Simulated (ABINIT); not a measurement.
TiB2, 3 atoms in the cell. Symmetry: P6/mmm, No. 191, hexagonal system. Conventional cell: a = 3.029 Å, b = 3.029 Å, c = 3.228 Å, α = 90.00°, β = 90.00°, γ = 120.00°. Around Ti (site symmetry 6/mmm) lie 12 B at 2.38 Å. B (site symmetry -6m2) is surrounded by 3 B at 1.75 Å. 

- Program: ABINIT 10.8.3 (patched build)
- Task: optical spectrum
- Functional: PBE
- Potentials or basis: PseudoDojo NC SR PBE v0.4.1 standard
- Cutoff: 952 eV
- k mesh: 12 × 12 × 8, shifted
- Occupations: fermi-dirac, width 0.05 eV
- Spin: no spin polarisation
- Bands in the sums: 15
- Broadening (eV): 0.15
- Scissor shift (eV): 0
- Tensor components: [11, 33]

Potentials or basis: PseudoDojo NC SR PBE v0.4.1 standard.

Command:

```console
$ abinit run.abi > log 2>&1
$ optic optic.abi > optic.log 2>&1
```

Hardware: 1 thread of Arm Neoverse V1 (shared host).

Problem. How long does it take, and how much memory?

Solution. It took 2.3 min on 1 thread of Arm Neoverse V1, with other jobs on the host, peak memory 0.7 GiB. Counts: scf iterations 14, mpi ranks 1, k points 76, bands 13, plane waves 1732.
